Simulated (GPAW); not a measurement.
The system is Ti3Pt.

```
Pt Ti
1.0
     5.03000    0.00000    0.00000
     0.00000    5.03000    0.00000
     0.00000    0.00000    5.03000
Pt Ti
2 6
Direct
  0.50000 0.50000 0.50000
  0.00000 0.00000 0.00000
  0.00000 0.50000 0.25000
  0.00000 0.50000 0.75000
  0.50000 0.25000 0.00000
  0.75000 0.00000 0.50000
  0.50000 0.75000 0.00000
  0.25000 0.00000 0.50000
```

```yaml
Program: GPAW 26.7.0
Task: relaxation of cell and atoms
Functional: PBEsol
Dispersion: D3(BJ)+ATM
Potentials_or_basis: PAW data sets generated in the run's folder for this functional
Cutoff: 600 eV
Basis: pw
k_mesh: 5 × 5 × 5
Occupations: fermi-dirac, width 0.05 eV
Spin: no spin polarisation
```

At the start: pressure -9.9 GPa; volume 15.91 Å³/atom.

Problem. Where does the relaxation end?

Solution. Over 4 steps the energy falls by 25.8 meV/atom and the volume is 14.99 Å³/atom (-5.8 %); space group Pm-3n (No. 223, to 0.05 Å).

The path:
| step | energy change (eV) | largest force (eV/Å) | pressure (GPa) | volume (Å³) |
| --- | --- | --- | --- | --- |
| 1 | 0.0000 | 0.0000 | -9.88 | 127.26 |
| 2 | -0.0369 | 0.0000 | -9.11 | 126.60 |
| 3 | -0.2031 | 0.0001 | 0.74 | 119.41 |
| 4 | -0.2060 | 0.0000 | -0.04 | 119.91 |

Final structure:
```xyz
8
Lattice="4.9312 0.0000 0.0000 0.0000 4.9312 0.0000 0.0000 0.0000 4.9312" Properties=species:S:1:pos:R:3 pbc="T T T"
Pt    2.4656    2.4656    2.4656
Pt    0.0000    0.0000    0.0000
Ti    0.0000    2.4656    1.2328
Ti    0.0000    2.4656    3.6984
Ti    2.4656    1.2328    0.0000
Ti    3.6984    0.0000    2.4656
Ti    2.4656    3.6984    0.0000
Ti    1.2328    0.0000    2.4656
```

Caveat: later steps reuse the first step's grids; pairwise dispersion overbinds metals, which lowers pressure and volume.
